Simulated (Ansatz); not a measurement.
CaF₂ (fluorite, Fm-3m), the program Ansatz at the PBE level (PAW): ε∞ = 2.26, cell volume 41.84 Å³. Infrared-active transverse modes:

| ω_TO (cm⁻¹) | oscillator strength S_xx (e²/amu) |
|---|---|
| 228.3 | 0.2867 |

Question: Compute the static dielectric constant.

Answer: Each mode adds (4.921e7/V) S/ω²: 6.47. So ε0 = 8.73.

Question: What LO frequency does the Lyddane–Sachs–Teller relation give?

Answer: ω_LO = ω_TO √(ε0/ε∞) = 448 cm⁻¹.

The cell was relaxed with PBE under the symmetry of its start; phonons on a q-mesh show no instability.

Potentials: the later of the program's two PAW sets.
